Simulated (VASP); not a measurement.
## Relaxed cell of BeTe: a test of cutoff and mesh

Aim: test the relaxed volume of BeTe against cutoff and mesh. The starting structure is a measured crystal structure from the Crystallography Open Database.

Method: Kohn-Sham DFT with plane waves and PAW; PBEsol, in VASP 6.6.1.

The database entry behind the starting cell differs from later determinations by our own check (an axis about 1.5 % short against later determinations), so it need not match the best structure at ambient conditions.

**1. Starting point**

Symmetry: F-43m, No. 216, cubic system. Conventional cell: a = 5.540 Å, b = 5.540 Å, c = 5.540 Å, α = 90.00°, β = 90.00°, γ = 90.00°. Nearest to Te lie 4 Be at 2.40 Å. Nearest to Be lie 4 Te at 2.40 Å. Farther neighbours and most contacts between anions are not listed.

Coordinates:

```xyz
2
Lattice="0.0000 2.7700 2.7700 2.7700 0.0000 2.7700 2.7700 2.7700 0.0000" Properties=species:S:1:pos:R:3 pbc="T T T"
Te    4.1550    4.1550    4.1550
Be    0.0000    0.0000    0.0000
```

**2. Reference relaxation**

This run starts from the cell of an earlier relaxation, which isn't shown; the restart sets up the plane waves anew.

INCAR

```
SYSTEM = BeTe
PREC = Accurate
ENCUT = 450
EDIFF = 1E-06
NELM = 100
ISMEAR = 0
SIGMA = 0.03
LREAL = .FALSE.
ALGO = Normal
GGA = PS
NBANDS = 10
LORBIT = 11
LWAVE = .FALSE.
LCHARG = .FALSE.
KPAR = 2
IBRION = 2
NSW = 50
ISIF = 3
EDIFFG = -0.01
```

POSCAR

```
BeTe
1.0
    0.0000000000      2.8067773934      2.8067773934
    2.8067773934      0.0000000000      2.8067773934
    2.8067773934      2.8067773934      0.0000000000
Te Be
1 1
Direct
    0.7500000000      0.7500000000      0.7500000000
    0.0000000000      0.0000000000      0.0000000000
```

KPOINTS

```
Automatic mesh
0
Gamma
6 6 6
0 0 0
```

The projector-augmented-wave data sets are Te and Be (PBE family, release 64).

Started as:

```bash
mpirun -np 2 vasp_std
```

The log of the run:

```text
[banner, memory and clock lines left out]
running    2 mpi-ranks, on    1 nodes
 distrk:  each k-point on    1 cores,    2 groups
 distr:  one band on    1 cores,    1 groups

 POSCAR found type information on POSCAR TeBe
 POSCAR found :  2 types and       2 ions
|                                                                             |
|               ----> ADVICE to this user running VASP <----                  |
|                                                                             |
|     You enforced a specific xc type in the INCAR file but a different       |
|     [... a line on the potential file left out ...]
|     I HOPE YOU KNOW WHAT YOU ARE DOING!                                     |
|                                                                             |

 LDA part: xc-table for (Slater+PW92), standard interpolation
 POSCAR, INCAR and KPOINTS ok, starting setup
 FFT: planning ... GRIDC
 FFT: planning ... GRID_SOFT
 FFT: planning ... GRID
 WAVECAR not read
 entering main loop
       N       E                     dE             d eps       ncg     rms          rms(c)
DAV:   1     0.165722021324E+02    0.16572E+02   -0.29497E+03   320   0.555E+02
DAV:   2    -0.741284494019E+01   -0.23985E+02   -0.22728E+02   464   0.873E+01
DAV:   3    -0.834207027358E+01   -0.92923E+00   -0.92544E+00   404   0.190E+01
DAV:   4    -0.835195212505E+01   -0.98819E-02   -0.98808E-02   394   0.218E+00
DAV:   5    -0.835210506198E+01   -0.15294E-03   -0.15293E-03   416   0.267E-01    0.400E+00
DAV:   6    -0.824577462478E+01    0.10633E+00   -0.10299E-01   372   0.135E+00    0.239E+00
DAV:   7    -0.820833094436E+01    0.37444E-01   -0.10069E-01   360   0.145E+00    0.414E-01
DAV:   8    -0.820839127632E+01   -0.60332E-04   -0.49324E-03   362   0.426E-01    0.853E-02
DAV:   9    -0.820849812900E+01   -0.10685E-03   -0.17808E-04   396   0.906E-02    0.229E-02
DAV:  10    -0.820851280406E+01   -0.14675E-04   -0.29744E-05   366   0.277E-02    0.117E-02
DAV:  11    -0.820851346179E+01   -0.65773E-06   -0.80642E-07   382   0.608E-03
   1 F= -.82085135E+01 E0= -.82085135E+01  d E =-.820851E+01
 curvature:   0.00 expect dE= 0.000E+00 dE for cont linesearch  0.000E+00
 trial: gam= 0.00000 g(F)=  0.142E-47 g(S)=  0.211E-05 ort = 0.000E+00 (trialstep = 0.100E+01)
 search vector abs. value=  0.211E-05
 reached required accuracy - stopping structural energy minimisation
```

The job ended after 4 s (2 MPI ranks of Intel Xeon Platinum 8259CL at 2.50GHz (Skylake/Cascade Lake), shared host; peak memory 0.28 GiB).

Lines that name or quote the potential files are left out of all logs, and their timing lines are given in words.

From OUTCAR (step 2):

```text
ion  position               nearest neighbor table
   1  0.750  0.750  0.750-   2 2.43   2 2.43   2 2.43   2 2.43
   2  0.000  0.000  0.000-   1 2.43   1 2.43   1 2.43   1 2.43

  LATTYP: Found a face centered cubic cell.
 ALAT       =     5.6135547868

 Subroutine GETGRP returns: Found 24 space group operations
 (whereof 24 operations were pure point group operations)

The static configuration has the point symmetry T_d .

 Found     16 irreducible k-points:

   k-points           NKPTS =     16   k-points in BZ     NKDIM =     16   number of bands    NBANDS=     10

   dimension x,y,z NGX =    28 NGY =   28 NGZ =   28
   dimension x,y,z NGXF=    56 NGYF=   56 NGZF=   56

   ENCUT  =  450.0 eV  33.07 Ry    5.75 a.u.   6.87  6.87  6.87*2*pi/ulx,y,z

   NELECT =       8.0000    total number of electrons

 k-points in reciprocal lattice and weights: Automatic mesh
   0.00000000  0.00000000  0.00000000       0.005
   0.16666667  0.00000000  0.00000000       0.037
   0.33333333  0.00000000  0.00000000       0.037
   0.50000000  0.00000000  0.00000000       0.019
   0.16666667  0.16666667  0.00000000       0.028
   0.33333333  0.16666667  0.00000000       0.111
   0.50000000  0.16666667  0.00000000       0.111
  -0.33333333  0.16666667  0.00000000       0.111
  -0.16666667  0.16666667  0.00000000       0.056
[...]
-0.33333333  0.33333333  0.16666667       0.111
  -0.33333333  0.50000000  0.16666667       0.056

 average (electrostatic) potential at core
       1 -88.5124       2 -34.7888

 E-fermi :   5.2519

 k-point     1 :       0.0000    0.0000    0.0000
  band No.  band energies     occupation
      1      -7.2820      2.00000
      2       5.1164      2.00000
      3       5.1164      2.00000
      4       5.1164      2.00000
      5       8.7044      0.00000
      6       8.7044      0.00000
      7       8.7044      0.00000
      8       8.9178      0.00000
      9      13.3196      0.00000
    ...

 k-point     2 :       0.1667    0.0000    0.0000
  band No.  band energies     occupation
      1      -7.0187      2.00000
      2       3.0842      2.00000
      3       4.7295      2.00000
      4       4.7295      2.00000
      5       8.5570      0.00000
      6       9.2542      0.00000
      7       9.2542      0.00000
      8      10.9089      0.00000
      9      13.9302      0.00000
    ...

 k-point     3 :       0.3333    0.0000    0.0000
  band No.  band energies     occupation
      1      -6.3582      2.00000
      2       0.5832      2.00000
      3       4.1804      2.00000
      4       4.1804      2.00000
      5       8.2816      0.00000
      6       9.7034      0.00000
      7       9.7034      0.00000
      8      12.7943      0.00000
      9      14.3981      0.00000
    ...

  Total        0.0053977      0.0053977      0.0053977      0.0000000      0.0000000     -0.0000000
  in kB        0.1955542      0.1955542      0.1955542      0.0000000      0.0000000     -0.0000000
  external PRESSURE =       0.1955542 kB  Pullay stress =       0.0000000 kB

  energy-cutoff  :      450.00
  volume of cell :       44.22
      direct lattice vectors                 reciprocal lattice vectors
     0.000000000  2.806777393  2.806777393    -0.178140241  0.178140241  0.178140241
     2.806777393  0.000000000  2.806777393     0.178140241 -0.178140241  0.178140241
     2.806777393  2.806777393  0.000000000     0.178140241  0.178140241 -0.178140241

 POSITION                                       TOTAL-FORCE (eV/Angst)
 -----------------------------------------------------------------------------------
      4.21017      4.21017      4.21017         0.000000      0.000000     -0.000000
      0.00000      0.00000      0.00000        -0.000000     -0.000000      0.000000
 -----------------------------------------------------------------------------------
    total drift:                               -0.000000     -0.000000     -0.000000

  FREE ENERGIE OF THE ION-ELECTRON SYSTEM (eV)
  ---------------------------------------------------
  free  energy   TOTEN  =        -8.2085134618 eV

  energy  without entropy=       -8.2085134618  energy(sigma->0) =       -8.20851346

 reached required accuracy - stopping structural energy minimisation

 total charge
# of ion       s       p       d       tot
------------------------------------------
    1        1.332   2.143   0.033   3.509
    2        0.372   0.579   0.000   0.951
--------------------------------------------------
tot          1.705   2.722   0.033   4.460

[... 3 further parts left out ...]
```

The PAW data sets were made with PBE, which is usual practice but a small mismatch for other functionals. The run keeps the 24 symmetry operations of its start, so it cannot find a distortion of lower symmetry.

The reference relaxation ends at 22.112 Å³ an atom.

**3. Relaxation with a cutoff of 250 eV**

Against step 2 the input has ENCUT = 250. This run starts from the cell of an earlier relaxation, which isn't shown; the restart sets up the plane waves anew.

INCAR: that of step 2 with these lines changed.

```diff
@@ -2,3 +2,3 @@
 PREC = Accurate
-ENCUT = 450
+ENCUT = 250
 EDIFF = 1E-06
```

POSCAR

```
BeTe
1.0
    0.0000000000      2.8063755337      2.8063755337
    2.8063755337      0.0000000000      2.8063755337
    2.8063755337      2.8063755337      0.0000000000
Te Be
1 1
Direct
    0.7500000000      0.7500000000      0.7500000000
    0.0000000000      0.0000000000      0.0000000000
```

KPOINTS is that of step 2.

Started as:

```bash
mpirun -np 2 vasp_std
```

The log of the run:

```text
[banner, memory and clock lines left out]
running    2 mpi-ranks, on    1 nodes
[...]
[... a notice as in an earlier step ...]

 LDA part: xc-table for (Slater+PW92), standard interpolation
 POSCAR, INCAR and KPOINTS ok, starting setup
[...]
entering main loop
       N       E                     dE             d eps       ncg     rms          rms(c)
DAV:   1     0.960938148653E+01    0.96094E+01   -0.22271E+03   320   0.366E+02
DAV:   2    -0.784269141479E+01   -0.17452E+02   -0.17151E+02   414   0.699E+01
DAV:   3    -0.834567958003E+01   -0.50299E+00   -0.50266E+00   396   0.134E+01
DAV:   4    -0.834956167868E+01   -0.38821E-02   -0.38820E-02   386   0.129E+00
[...]
DAV:   9    -0.820629795794E+01   -0.10417E-03   -0.17242E-04   398   0.837E-02    0.212E-02
DAV:  10    -0.820631089880E+01   -0.12941E-04   -0.27942E-05   366   0.256E-02    0.115E-02
DAV:  11    -0.820631161591E+01   -0.71711E-06   -0.79094E-07   374   0.578E-03
   1 F= -.82063116E+01 E0= -.82063116E+01  d E =-.820631E+01
[...]
reached required accuracy - stopping structural energy minimisation
```

Elapsed: 1.8 s, on 2 MPI ranks; peak memory 0.22 GiB; 2.8 s of CPU time.

From OUTCAR (step 3):

```text
  Total        0.0085892      0.0085892      0.0085892      0.0000000      0.0000000      0.0000000
  in kB        0.3113114      0.3113114      0.3113114      0.0000000      0.0000000      0.0000000
  external PRESSURE =       0.3113114 kB  Pullay stress =       0.0000000 kB

 POSITION                                       TOTAL-FORCE (eV/Angst)
 -----------------------------------------------------------------------------------
      4.20956      4.20956      4.20956        -0.000000      0.000000      0.000000
      0.00000      0.00000      0.00000         0.000000     -0.000000     -0.000000
 -----------------------------------------------------------------------------------
    total drift:                               -0.000001     -0.000001     -0.000000

  FREE ENERGIE OF THE ION-ELECTRON SYSTEM (eV)
  ---------------------------------------------------
  free  energy   TOTEN  =        -8.2063116159 eV

  energy  without entropy=       -8.2063116159  energy(sigma->0) =       -8.20631162

[... 2 parts as in an earlier step ...]

[... 2 further parts left out ...]
[key lines of the parts left out:]
E-fermi :   5.2602
```

With a cutoff of 250 eV the cell ends at 22.102 Å³ an atom, -0.04 % from the reference.

**4. Relaxation with a 4×4×4 mesh**

Against step 2 the input has a 4×4×4 mesh. This run starts from the cell of an earlier relaxation, which isn't shown; the restart sets up the plane waves anew.

INCAR: that of step 3 with these lines changed.

```diff
@@ -2,3 +2,3 @@
 PREC = Accurate
-ENCUT = 250
+ENCUT = 450
 EDIFF = 1E-06
```

POSCAR

```
BeTe
1.0
    0.0000000000      2.8133560590      2.8133560590
    2.8133560590      0.0000000000      2.8133560590
    2.8133560590      2.8133560590      0.0000000000
Te Be
1 1
Direct
    0.7500000000      0.7500000000      0.7500000000
    0.0000000000      0.0000000000      0.0000000000
```

KPOINTS

```
Automatic mesh
0
Gamma
4 4 4
0 0 0
```

Started as:

```bash
mpirun -np 2 vasp_std
```

The log of the run:

```text
[... set-up lines as in an earlier step ...]
 entering main loop
       N       E                     dE             d eps       ncg     rms          rms(c)
DAV:   1     0.176336178433E+02    0.17634E+02   -0.32690E+03   160   0.591E+02
DAV:   2    -0.723779668732E+01   -0.24871E+02   -0.23616E+02   234   0.875E+01
DAV:   3    -0.826677715049E+01   -0.10290E+01   -0.10277E+01   206   0.203E+01
DAV:   4    -0.827473390595E+01   -0.79568E-02   -0.79554E-02   212   0.208E+00
[...]
DAV:   9    -0.813210732879E+01   -0.12321E-03   -0.17530E-04   188   0.891E-02    0.221E-02
DAV:  10    -0.813212492758E+01   -0.17599E-04   -0.31420E-05   194   0.293E-02    0.121E-02
DAV:  11    -0.813212545161E+01   -0.52402E-06   -0.78500E-07   180   0.614E-03
   1 F= -.81321255E+01 E0= -.81321255E+01  d E =-.813213E+01
[...]
reached required accuracy - stopping structural energy minimisation
```

It took 2.6 s on 2 MPI ranks; peak memory 0.27 GiB.

Parts of OUTCAR (step 4):

```text
  Total        0.0066510      0.0066510      0.0066510     -0.0000000      0.0000000     -0.0000000
  in kB        0.2392716      0.2392716      0.2392716     -0.0000000      0.0000000     -0.0000000
  external PRESSURE =       0.2392716 kB  Pullay stress =       0.0000000 kB

 POSITION                                       TOTAL-FORCE (eV/Angst)
 -----------------------------------------------------------------------------------
      4.22003      4.22003      4.22003         0.000000     -0.000000      0.000000
      0.00000      0.00000      0.00000        -0.000000      0.000000     -0.000000
 -----------------------------------------------------------------------------------
    total drift:                               -0.000000     -0.000000     -0.000000

  FREE ENERGIE OF THE ION-ELECTRON SYSTEM (eV)
  ---------------------------------------------------
  free  energy   TOTEN  =        -8.1321254516 eV

  energy  without entropy=       -8.1321254516  energy(sigma->0) =       -8.13212545

[... 1 part as in an earlier step ...]

[... 3 further parts left out ...]
[key lines of the parts left out:]
E-fermi :   5.1975
```

With a 4×4×4 mesh the cell ends at 22.268 Å³ an atom, +0.70 % from the reference.

(Continued in part 2 of 2.)

[Lines on the potential files, build, host, timing and source positions are cut from VASP's logs without a mark.]

[Logs are printed without paths, hosts, clocks, repeated set-up lines and the standing remarks that a program may print on its own settings, such as how far it seeks lower states.]

[Hosts, paths, dates, database ids (printed as entryN), source tags and the programs' standing remarks are cut or masked in the printed files.]
